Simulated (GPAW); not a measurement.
# Ag (Fm-3m) in GPAW: notebook

Aim: see how the results for Ag move with the level of theory and the settings. Levels: PBE, revPBE+D3, r4SCAN, WC, vdW-DF. Tasks: band structure, equation of state.

Everything below comes from runs of GPAW 26.7.0. Logs are shortened: lines on timing, memory, paths and dates and some standing lists are left out, and cuts for length are marked. The log counts tension as positive stress, the text compression.

### Step 1. The crystal as given

Symmetry: Fm-3m, No. 225, cubic system. Conventional cell: a = 4.085 Å, b = 4.085 Å, c = 4.085 Å, α = 90.00°, β = 90.00°, γ = 90.00°. Ag (site symmetry m-3m) is surrounded by 12 Ag at 2.89 Å.

### Step 2. Band structure, PBE

run.py

```python
from ase.dft.bandgap import bandgap
from ase.io import read, write
from gpaw import GPAW

atoms = read('Ag.xyz')

calc = GPAW(mode='lcao',
            h=0.16,
            basis='szp(dzp)',
            xc='PBE',
            kpts={'size': (11, 11, 11), 'gamma': True},
            occupations={'name': 'fermi-dirac', 'width': 0.05},
            convergence={'density': 1e-05, 'energy': 1e-05},
            maxiter=150,
            txt='gpaw.txt')
atoms.calc = calc
energy = atoms.get_potential_energy()
forces = atoms.get_forces()
calc.write('gs.gpw')
write('result.traj', atoms)
print(f'Energy: {energy:.6f} eV')
print('Forces (eV/A):')
print(forces.round(4))
print('Fermi level:', round(calc.get_fermi_level(), 4), 'eV')
print(f'Gap: {bandgap(calc)[0]:.4f} eV, direct: {bandgap(calc, direct=True)[0]:.4f} eV')

path = atoms.cell.bandpath('GXWKGLUWLK,UX', npoints=100, eps=1e-4)
bs_calc = calc.fixed_density(kpts=path, symmetry='off', txt='bands.txt')
bs = bs_calc.band_structure()
bs.write('bs.json')
print(f'Gap on the path: {bandgap(bs_calc)[0]:.4f} eV')
```

Ag.xyz

```xyz
1
Lattice="0.0000000000 2.0427500000 2.0427500000 2.0427500000 0.0000000000 2.0427500000 2.0427500000 2.0427500000 0.0000000000" Properties=species:S:1:pos:R:3 pbc="T T T"
Ag     0.0000000000      0.0000000000      0.0000000000
```

Potentials or basis: GPAW PAW data sets (gpaw-data 1.2.1), lcao:szp(dzp).

Run with:

```sh
$ OMP_NUM_THREADS=1 python run.py
```

gpaw.txt:

```text
__  _  _
 | _ |_)|_||  |
 |__||  | ||/\| - 26.7.0

Input parameters:
  mode=LCAO(),
  basis={'default': 'szp(dzp)'},
  convergence={'density': 1e-05, 'energy': 1e-05},
  h=0.16,
  kpts=MonkhorstPack(size=(11, 11, 11), gamma=True),
  maxiter=150,
  occupations=Occupations(name='fermi-dirac', width=0.05),
  xc=XC(name='PBE')

       Ag

Atoms  # Å, Bohr magnetons
|   | symbol |        x |        y |        z |    initial magnetic moments |
|---|--------|----------|----------|----------|-----------------------------|
| 0 |     Ag | 0.000000 | 0.000000 | 0.000000 | ( 0.0000,  0.0000,  0.0000) |

Unit cell  # Å
| periodic |        x |        y |        z |  lengths |    angles |
|----------|----------|----------|----------|----------|-----------|
|      yes | 0.000000 | 2.042750 | 2.042750 | 2.888885 | 60.000000 |
|      yes | 2.042750 | 0.000000 | 2.042750 | 2.888885 | 60.000000 |
|      yes | 2.042750 | 2.042750 | 0.000000 | 2.888885 | 60.000000 |

Number of symmetries: 48
Symmetry operations  # r_c * U_cc + t_c -> r_c
|    | kind |            matrix            |
|----|------|------------------------------|
|  0 |  σ   |  1, 0, 0,  1, 0,-1,  1,-1, 0 |
|  1 |  C2  |  1, 0, 0,  1,-1, 0,  1, 0,-1 |
|  2 |  E   |  1, 0, 0,  0, 1, 0,  0, 0, 1 |
|  3 |  σ   |  1, 0, 0,  0, 0, 1,  0, 1, 0 |
|  4 |  C4  |  1, 0,-1,  1, 0, 0,  1,-1, 0 |
|  5 |  S6  |  1, 0,-1,  1,-1, 0,  1, 0, 0 |
|  6 |  σ   |  1, 0,-1,  0, 1,-1,  0, 0,-1 |
|  7 |  C3  |  1, 0,-1,  0, 0,-1,  0, 1,-1 |
|  8 |  S6  |  1,-1, 0,  1, 0, 0,  1, 0,-1 |
|  9 |  C4  |  1,-1, 0,  1, 0,-1,  1, 0, 0 |
| 10 |  C3  |  1,-1, 0,  0,-1, 1,  0,-1, 0 |
| 11 |  σ   |  1,-1, 0,  0,-1, 0,  0,-1, 1 |
| 12 |  σ   |  0, 1, 0,  1, 0, 0,  0, 0, 1 |
| 13 |  C4  |  0, 1, 0,  0, 1,-1, -1, 1, 0 |
| 14 |  C3  |  0, 1, 0,  0, 0, 1,  1, 0, 0 |
| 15 |  S6  |  0, 1, 0, -1, 1, 0,  0, 1,-1 |
| 16 |  C2  |  0, 1,-1,  1, 0,-1,  0, 0,-1 |
| 17 |  σ   |  0, 1,-1,  0, 1, 0, -1, 1, 0 |
| 18 |  S4  |  0, 1,-1,  0, 0,-1,  1, 0,-1 |
| 19 |  C4  |  0, 1,-1, -1, 1, 0,  0, 1, 0 |
| 20 |  C3  |  0, 0, 1,  1, 0, 0,  0, 1, 0 |
| 21 |  σ   |  0, 0, 1,  0, 1, 0,  1, 0, 0 |
| 22 |  S6  |  0, 0, 1,  0,-1, 1, -1, 0, 1 |
| 23 |  C4  |  0, 0, 1, -1, 0, 1,  0,-1, 1 |
| 24 |  S4  |  0, 0,-1,  1, 0,-1,  0, 1,-1 |
| 25 |  C3  |  0, 0,-1,  0, 1,-1,  1, 0,-1 |
| 26 |  C2  |  0, 0,-1,  0,-1, 0, -1, 0, 0 |
| 27 |  S6  |  0, 0,-1, -1, 0, 0,  0,-1, 0 |
| 28 |  S4  |  0,-1, 1,  1,-1, 0,  0,-1, 0 |
| 29 |  C4  |  0,-1, 1,  0, 0, 1, -1, 0, 1 |
| 30 |  C2  |  0,-1, 1,  0,-1, 0,  1,-1, 0 |
| 31 |  σ   |  0,-1, 1, -1, 0, 1,  0, 0, 1 |
| 32 |  C3  |  0,-1, 0,  1,-1, 0,  0,-1, 1 |
| 33 |  S6  |  0,-1, 0,  0, 0,-1, -1, 0, 0 |
| 34 |  S4  |  0,-1, 0,  0,-1, 1,  1,-1, 0 |
| 35 |  C2  |  0,-1, 0, -1, 0, 0,  0, 0,-1 |
| 36 |  C2  | -1, 1, 0,  0, 1, 0,  0, 1,-1 |
| 37 |  S6  | -1, 1, 0,  0, 1,-1,  0, 1, 0 |
| 38 |  S4  | -1, 1, 0, -1, 0, 1, -1, 0, 0 |
| 39 |  C3  | -1, 1, 0, -1, 0, 0, -1, 0, 1 |
| 40 |  S6  | -1, 0, 1,  0, 0, 1,  0,-1, 1 |
| 41 |  C2  | -1, 0, 1,  0,-1, 1,  0, 0, 1 |
| 42 |  C3  | -1, 0, 1, -1, 1, 0, -1, 0, 0 |
| 43 |  S4  | -1, 0, 1, -1, 0, 0, -1, 1, 0 |
| 44 |  C2  | -1, 0, 0,  0, 0,-1,  0,-1, 0 |
| 45 |  i   | -1, 0, 0,  0,-1, 0,  0, 0,-1 |
| 46 |  σ   | -1, 0, 0, -1, 1, 0, -1, 0, 1 |
| 47 |  C2  | -1, 0, 0, -1, 0, 1, -1, 1, 0 |

BZ-sampling:
  Number of BZ points: 1331
  Number of IBZ points: 56

  Monkhorst-Pack size: [11, 11, 11]
  Monkhorst-Pack shift: [0, 0, 0]

K-points  # in reciprocal-cell coordinates
|     |                                coordinates |     weight |
|-----|--------------------------------------------|------------|
|   0 | (  0.00000000,   0.00000000,   0.00000000) | 0.00075131 |
|   1 | (  0.09090909,   0.09090909,   0.00000000) | 0.00450789 |
|   2 | (  0.09090909,   0.09090909,   0.09090909) | 0.00601052 |
|   3 | (  0.18181818,   0.09090909,   0.09090909) | 0.00901578 |
|   4 | (  0.18181818,   0.18181818,   0.00000000) | 0.00450789 |
|   5 | (  0.18181818,   0.18181818,   0.09090909) | 0.01803156 |
|   6 | (  0.18181818,   0.18181818,   0.18181818) | 0.00601052 |
|   7 | (  0.27272727,   0.18181818,   0.09090909) | 0.01803156 |
|   8 | (  0.27272727,   0.18181818,   0.18181818) | 0.01803156 |
|   9 | (  0.27272727,   0.27272727,   0.00000000) | 0.00450789 |
| ... |                                            |            |
|  55 | (  0.45454545,   0.45454545,   0.45454545) | 0.00601052 |

basis functions: 15
Spin-components: 1 (collinear spins)
Bands:           12
Projectors:      6
Spin-degeneracy: 2
Datatype:        <class 'complex'>

Parallelization:
  kpt:    1
  domain: 1
  band:   1

Density:
  Valence electrons: 17.0
  Components: 1
  Grid points: [16 16 16]
  Charge: 0.0  # |e|

Potential:
  Grid points: [16 16 16]

species:
  Ag:
    name:    Silver
    Z:       47.0
    valence: 17
    core:    30
    charge:  0.0  # [|e|]
    compensation charges:
      type: gauss
      rc: 0.40  # [Å]
      lmax: 2
    cutoffs:
      filter: 2.35  # [Å]
      core: 2.19  # [Å]
    projectors
    | kind |    occ | energy [eV] | rcut [Å] |
    |------|--------|-------------|----------|
    |   5s |  1.000 |      -4.401 |    1.286 |
    |   4p |  6.000 |     -58.577 |    1.328 |
    |   5p |  0.000 |      -0.738 |    1.328 |
    |   4d | 10.000 |      -7.446 |    1.180 |
    |    s |        |      22.811 |    1.286 |
    |    d |        |      19.766 |    1.180 |

    LCAO basis set for Ag:
      Name: szp(dzp)
      File: <dir>
      Number of radial functions: 5
      Number of spherical harmonics: 15
        l=0, rc=9.2812 Bohr: 5s-sz confined orbital
        l=1, rc=3.3750 Bohr: 4p-sz confined orbital
        l=1, rc=14.2344 Bohr: 5p-sz confined orbital
        l=2, rc=5.4531 Bohr: 4d-sz confined orbital
        l=1, rc=9.2812 Bohr: p-type Gaussian polarization
      Number of RI-basis functions 0

Reference energy: -144597.826354  # eV

eigensolver:
  <gpaw.new.lcao.eigensolver.LCAOEigensolver object>
density mixing:
  MSR1-Mixer
  Pratt-step length: 0.05
  Maximum mixing coefficient: 0.75
  Old densities: 10
  SVD Regularization: 0.005
  Good broyden scale: 1.0
  Trust region scale: 1.0
  Backstep threshold: 4.0
  History deletion threshold: 6.0
  Fourier metric: weight=20.0, sigma=0.015

occupation numbers:
  Fermi-Dirac:
    width: 0.0500  # eV

FastPoissonSolver using
    Stencil: 12*3+1=37 point O(h^6) finite-difference Laplacian
    FFT axes: [np.int64(0), np.int64(1), np.int64(2)]
    FST axes: []

xc functional:
  name: PBE with 2 nearest neighbor stencil
interpolation: tri-quintic # 5. degree polynomial

       Ag

Atoms  # Å, Bohr magnetons
|   | symbol |        x |        y |        z |    initial magnetic moments |
|---|--------|----------|----------|----------|-----------------------------|
| 0 |     Ag | 0.000000 | 0.000000 | 0.000000 | ( 0.0000,  0.0000,  0.0000) |

Unit cell  # Å
| periodic |        x |        y |        z |  lengths |    angles |
|----------|----------|----------|----------|----------|-----------|
|      yes | 0.000000 | 2.042750 | 2.042750 | 2.888885 | 60.000000 |
|      yes | 2.042750 | 0.000000 | 2.042750 | 2.888885 | 60.000000 |
|      yes | 2.042750 | 2.042750 | 0.000000 | 2.888885 | 60.000000 |

Number of symmetries: 48
Symmetry operations  # r_c * U_cc + t_c -> r_c
|    | kind |            matrix            |
|----|------|------------------------------|
|  0 |  σ   |  1, 0, 0,  1, 0,-1,  1,-1, 0 |
|  1 |  C2  |  1, 0, 0,  1,-1, 0,  1, 0,-1 |
|  2 |  E   |  1, 0, 0,  0, 1, 0,  0, 0, 1 |
|  3 |  σ   |  1, 0, 0,  0, 0, 1,  0, 1, 0 |
|  4 |  C4  |  1, 0,-1,  1, 0, 0,  1,-1, 0 |
|  5 |  S6  |  1, 0,-1,  1,-1, 0,  1, 0, 0 |
|  6 |  σ   |  1, 0,-1,  0, 1,-1,  0, 0,-1 |
|  7 |  C3  |  1, 0,-1,  0, 0,-1,  0, 1,-1 |
|  8 |  S6  |  1,-1, 0,  1, 0, 0,  1, 0,-1 |
|  9 |  C4  |  1,-1, 0,  1, 0,-1,  1, 0, 0 |
| 10 |  C3  |  1,-1, 0,  0,-1, 1,  0,-1, 0 |
| 11 |  σ   |  1,-1, 0,  0,-1, 0,  0,-1, 1 |
| 12 |  σ   |  0, 1, 0,  1, 0, 0,  0, 0, 1 |
| 13 |  C4  |  0, 1, 0,  0, 1,-1, -1, 1, 0 |
| 14 |  C3  |  0, 1, 0,  0, 0, 1,  1, 0, 0 |
| 15 |  S6  |  0, 1, 0, -1, 1, 0,  0, 1,-1 |
| 16 |  C2  |  0, 1,-1,  1, 0,-1,  0, 0,-1 |
| 17 |  σ   |  0, 1,-1,  0, 1, 0, -1, 1, 0 |
| 18 |  S4  |  0, 1,-1,  0, 0,-1,  1, 0,-1 |
| 19 |  C4  |  0, 1,-1, -1, 1, 0,  0, 1, 0 |
| 20 |  C3  |  0, 0, 1,  1, 0, 0,  0, 1, 0 |
| 21 |  σ   |  0, 0, 1,  0, 1, 0,  1, 0, 0 |
| 22 |  S6  |  0, 0, 1,  0,-1, 1, -1, 0, 1 |
| 23 |  C4  |  0, 0, 1, -1, 0, 1,  0,-1, 1 |
| 24 |  S4  |  0, 0,-1,  1, 0,-1,  0, 1,-1 |
| 25 |  C3  |  0, 0,-1,  0, 1,-1,  1, 0,-1 |
| 26 |  C2  |  0, 0,-1,  0,-1, 0, -1, 0, 0 |
| 27 |  S6  |  0, 0,-1, -1, 0, 0,  0,-1, 0 |
| 28 |  S4  |  0,-1, 1,  1,-1, 0,  0,-1, 0 |
| 29 |  C4  |  0,-1, 1,  0, 0, 1, -1, 0, 1 |
| 30 |  C2  |  0,-1, 1,  0,-1, 0,  1,-1, 0 |
| 31 |  σ   |  0,-1, 1, -1, 0, 1,  0, 0, 1 |
| 32 |  C3  |  0,-1, 0,  1,-1, 0,  0,-1, 1 |
| 33 |  S6  |  0,-1, 0,  0, 0,-1, -1, 0, 0 |
| 34 |  S4  |  0,-1, 0,  0,-1, 1,  1,-1, 0 |
| 35 |  C2  |  0,-1, 0, -1, 0, 0,  0, 0,-1 |
| 36 |  C2  | -1, 1, 0,  0, 1, 0,  0, 1,-1 |
| 37 |  S6  | -1, 1, 0,  0, 1,-1,  0, 1, 0 |
| 38 |  S4  | -1, 1, 0, -1, 0, 1, -1, 0, 0 |
| 39 |  C3  | -1, 1, 0, -1, 0, 0, -1, 0, 1 |
| 40 |  S6  | -1, 0, 1,  0, 0, 1,  0,-1, 1 |
| 41 |  C2  | -1, 0, 1,  0,-1, 1,  0, 0, 1 |
| 42 |  C3  | -1, 0, 1, -1, 1, 0, -1, 0, 0 |
| 43 |  S4  | -1, 0, 1, -1, 0, 0, -1, 1, 0 |
| 44 |  C2  | -1, 0, 0,  0, 0,-1,  0,-1, 0 |
| 45 |  i   | -1, 0, 0,  0,-1, 0,  0, 0,-1 |
| 46 |  σ   | -1, 0, 0, -1, 1, 0, -1, 0, 1 |
| 47 |  C2  | -1, 0, 0, -1, 0, 1, -1, 1, 0 |

BZ-sampling:
  Number of BZ points: 1331
  Number of IBZ points: 56

  Monkhorst-Pack size: [11, 11, 11]
  Monkhorst-Pack shift: [0, 0, 0]

K-points  # in reciprocal-cell coordinates
|     |                                coordinates |     weight |
|-----|--------------------------------------------|------------|
|   0 | (  0.00000000,   0.00000000,   0.00000000) | 0.00075131 |
|   1 | (  0.09090909,   0.09090909,   0.00000000) | 0.00450789 |
|   2 | (  0.09090909,   0.09090909,   0.09090909) | 0.00601052 |
|   3 | (  0.18181818,   0.09090909,   0.09090909) | 0.00901578 |
|   4 | (  0.18181818,   0.18181818,   0.00000000) | 0.00450789 |
|   5 | (  0.18181818,   0.18181818,   0.09090909) | 0.01803156 |
|   6 | (  0.18181818,   0.18181818,   0.18181818) | 0.00601052 |
|   7 | (  0.27272727,   0.18181818,   0.09090909) | 0.01803156 |
|   8 | (  0.27272727,   0.18181818,   0.18181818) | 0.01803156 |
|   9 | (  0.27272727,   0.27272727,   0.00000000) | 0.00450789 |
| ... |                                            |            |
|  55 | (  0.45454545,   0.45454545,   0.45454545) | 0.00601052 |

basis functions: 15
Spin-components: 1 (collinear spins)
Bands:           12
Projectors:      6
Spin-degeneracy: 2
Datatype:        <class 'complex'>

Parallelization:
  kpt:    1
  domain: 1
  band:   1

Density:
  Valence electrons: 17.0
  Components: 1
  Grid points: [16 16 16]
  Charge: 0.0  # |e|

Potential:
  Grid points: [16 16 16]

species:
  Ag:
    name:    Silver
    Z:       47.0
    valence: 17
    core:    30
    charge:  0.0  # [|e|]
    compensation charges:
      type: gauss
      rc: 0.40  # [Å]
      lmax: 2
    cutoffs:
      filter: 2.35  # [Å]
      core: 2.19  # [Å]
    projectors
    | kind |    occ | energy [eV] | rcut [Å] |
    |------|--------|-------------|----------|
    |   5s |  1.000 |      -4.401 |    1.286 |
    |   4p |  6.000 |     -58.577 |    1.328 |
    |   5p |  0.000 |      -0.738 |    1.328 |
    |   4d | 10.000 |      -7.446 |    1.180 |
    |    s |        |      22.811 |    1.286 |
    |    d |        |      19.766 |    1.180 |

    LCAO basis set for Ag:
      Name: szp(dzp)
      File: <dir>
      Number of radial functions: 5
      Number of spherical harmonics: 15
        l=0, rc=9.2812 Bohr: 5s-sz confined orbital
        l=1, rc=3.3750 Bohr: 4p-sz confined orbital
        l=1, rc=14.2344 Bohr: 5p-sz confined orbital
        l=2, rc=5.4531 Bohr: 4d-sz confined orbital
        l=1, rc=9.2812 Bohr: p-type Gaussian polarization
      Number of RI-basis functions 0

Reference energy: -144597.826354  # eV

eigensolver:
  <gpaw.new.lcao.eigensolver.LCAOEigensolver object>
density mixing:
  MSR1-Mixer
  Pratt-step length: 0.05
  Maximum mixing coefficient: 0.75
  Old densities: 10
  SVD Regularization: 0.005
  Good broyden scale: 1.0
  Trust region scale: 1.0
  Backstep threshold: 4.0
  History deletion threshold: 6.0
  Fourier metric: weight=20.0, sigma=0.015

occupation numbers:
  Fermi-Dirac:
    width: 0.0500  # eV

FastPoissonSolver using
    Stencil: 12*3+1=37 point O(h^6) finite-difference Laplacian
    FFT axes: [np.int64(0), np.int64(1), np.int64(2)]
    FST axes: []

xc functional:
  name: PBE with 2 nearest neighbor stencil
interpolation: tri-quintic # 5. degree polynomial

convergence criteria:
- Maximum integral of absolute [dens]ity change: 1e-05 electrons / valence electron
- Maximum [total energy] change in last 3 cyles: 1e-05 eV / valence electron
- Maximum integral of absolute [eigenst]ate change: 4e-08 eV^2 / valence electron
maximum number of iterations: 150

SCF iterations
|iter     | |      energy | eigst |  dens |
|---------|-|-------------|-------|-------|
|iter:   1| |   -2.842453 |      c|       |
|iter:   2| |   -2.740145 |      c| -1.24 |
|iter:   3| |   -2.319615 |      c| -1.29 |
|iter:   4| |   -2.315697 |      c| -2.23 |
|iter:   5| |   -2.315023 |      c| -2.71 |
|iter:   6| |   -2.315025 |      c| -3.90 |
|iter:   7| |   -2.315025c|      c| -4.75 |
|iter:   8| |   -2.315025c|      c| -5.31c|

Converged in 8 steps
Energy contributions relative to reference atoms: (reference = -144597.826354)

Energy contributions:
  Kinetic:         -31.979478
  Coulomb:          30.032085
  Zero:             -0.051006
  External:          0.000000
  Xc:               -0.314990
  Entropy:          -0.003273
  Spinorbit:         0.000000
  ----------------------------
  Free energy:      -2.316662
  Extrapolated:     -2.315025

dipole moment: (-12.913475, -12.913475, -12.913475)  # |e|*Ang

Fermi level: 8.511
Eigenvalues  # (at kpt = [0.000, 0.000, 0.000])
| band index |      eig [eV] | occ [0-2] |
|------------|---------------|-----------|
|          0 |       -47.578 |     2.000 |
|          1 |       -47.577 |     2.000 |
|          2 |       -47.577 |     2.000 |
|          3 |         0.562 |     2.000 |
|          4 |         3.265 |     2.000 |
|          5 |         3.266 |     2.000 |
|          6 |         3.266 |     2.000 |
|          7 |         4.275 |     2.000 |
|          8 |         4.275 |     2.000 |
|          9 |        32.364 |     0.000 |
|         10 |        32.366 |     0.000 |
|         11 |        32.366 |     0.000 |

No gap
No difference between direct/indirect transitions

Forces  # eV/Ang
|        x |       y |       z |
|----------|---------|---------|
| -0.00000 | 0.00000 | 0.00000 |  # Ag   0

# Writing to gs.gpw (mode='')
```

It took 8.7 min on 1 thread of AMD EPYC 9R14 (Zen 4), shared host; peak memory 0.19 GiB.

The run converged, but some of its settings lie outside the range that counts as converged, so its numbers aren't taken as properties of the crystal.

What came out:

```
Free energy             : -2.3167 eV
Band gap along the path : none (metal or under the smearing width)
```

Caveat: the real-space grid adds noise to forces; the basis of atomic orbitals isn't converged, which shifts pressures, moduli and gaps.

(Continued in part 2 of 2.)
